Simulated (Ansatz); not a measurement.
Runs of Ansatz 0.2.0 on Pt. The structure is cubic, space group Im-3m (No. 229). Conventional cell: a = 3.168 Å, b = 3.168 Å, c = 3.168 Å, α = 90.00°, β = 90.00°, γ = 90.00°. Pt (site symmetry m-3m) has 8 Pt at 2.74 Å as nearest neighbours. This isn't the form of Pt at room conditions, which is fcc.

| task | level | spin | cell | k mesh | cutoff (eV) | points for each segment of the path | gap on the mesh (eV) | pressure (GPa) | relaxed volume (Å³/atom) |
| --- | --- | --- | --- | --- | --- | --- | --- | --- | --- |
| band structure | LDA | SOC, no magnetisation | as given | 9 × 9 × 9 | 420 | 14 | none | -15.9 | - |
| band structure | RPBE | off | as given | 12 × 12 × 12 | 420 | 14 | none | (c) | - |
| band structure | revPBE | off | as given | 12 × 12 × 12 | 420 | 14 | none | 1.6 | - |
| relaxation of cell and atoms | RPBE | off | relaxed | 12 × 12 × 12 | 420 | - | none | 0.0 | 16.09 |
| relaxation of cell and atoms | PBEsol | off | relaxed | 12 × 12 × 12 | 420 | - | none | 0.0 | 15.19 |
| relaxation of cell and atoms | LDA | off | relaxed | 12 × 12 × 12 | 420 | - | none | 0.0 | 14.91 |
| band structure | PBEsol | SOC, no magnetisation | as given | 9 × 9 × 9 | 420 | 14 | none | -11.0 | - |
| band structure | PBEsol | off | as given | 12 × 12 × 12 | 420 | 14 | none | -11.2 | - |
| band structure | BLYP | off | as given | 12 × 12 × 12 | 420 | 14 | none | (a) | - |
| relaxation of cell and atoms | revPBE | off | relaxed | 12 × 12 × 12 | 420 | - | none | 0.0 | 16.01 |
| relaxation of cell and atoms | BLYP | off | relaxed | 12 × 12 × 12 | 420 | - | none | 0.0 | 16.81 |
| band structure | r2SCAN | off | as given | 12 × 12 × 12 | 500 | 14 | none | (b) | - |

Alike in all rows: potentials or basis Ansatz PAW; smearing fermi-dirac 0.05 eV.

Estimate the missing entries.

(a) 12.4; (b) -6.9; (c) 2.7.

Caveats: the PAW data sets come from PBE, with cores solved anew for the run's functional, which leaves a small shift of forces and pressure; spin-orbit coupling is left out, which moves the levels of the heavy elements (some runs); the plane-wave basis is chosen anew once the cell has moved, so the energies of steps on either side of that aren't comparable (some runs); so large a pressure means that the cell lies far from this level's equilibrium, or that cutoff or potentials fall short (some runs).

A k mesh can miss the band edges, and rows without SOC leave out spin-orbit coupling on Pt.

A gap of «none» marks a metal or a gap under the smearing width.

Runs at the PBE level aren't shown here.
